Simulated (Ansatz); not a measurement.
CdS (Hawleyite) under changes of volume

One of the cells (24.808 Å³/atom); the others are scaled copies at fixed shape and fractional positions:

```
CELL_PARAMETERS angstrom
0.00000 2.91650 2.91650
2.91650 0.00000 2.91650
2.91650 2.91650 0.00000
ATOMIC_POSITIONS crystal
Cd 0.00000 0.00000 0.00000
S 0.75000 0.75000 0.75000
```

| Item | Value |
| --- | --- |
| Program | Ansatz 0.2.0 |
| Functional | BHLYP |
| Potentials or basis | Ansatz PAW |
| Cutoff | 420 eV (not typed: the program's choice for these potentials) |
| k mesh | 4 × 4 × 4 |
| Occupations | fermi-dirac, width 0.05 eV |
| Spin | no spin polarisation |

```tsv
volume (Å³/atom)	energy over the lowest point (meV/atom)	pressure (GPa)	gap on the mesh (eV)
23.319	70.65	8.8	4.81
23.815	46.26	6.9	4.75
24.312	27.45	5.1	4.69
24.808	14.23	3.6	4.62
25.304	5.43	2.1	4.56
25.800	?	?	?
26.296	0.00	-0.3	4.44
```

Q: What does the run at 25.800 Å³/atom give?

A: Energy over the lowest point 0.84 meV/atom; pressure 0.8 GPa; gap on the mesh 4.50 eV.

Worked out: A Birch-Murnaghan fit of order 3 (a polynomial in V^(-2/3)) to the other rows has its minimum at 26.17 Å³/atom with B0 = V·E''(V) = 58 GPa and B' = 5.0. It gives 0.87 meV/atom at 25.800 Å³/atom, against the run's 0.84, and -dE/dV = 0.9 GPa, against 0.8. A straight line through the other rows of the gap, of slope -3.1 eV per unit of ln V (its deformation potential), gives 4.50 eV, against the run's 4.50.

Energies are extrapolated to zero smearing.

Caveats: all runs use coarse meshes; the PAW data sets come from PBE, with cores solved anew for the run's functional, which leaves a small shift of forces and pressure; the thresholds are loose for stress.

Spin-orbit coupling on Cd is left out.
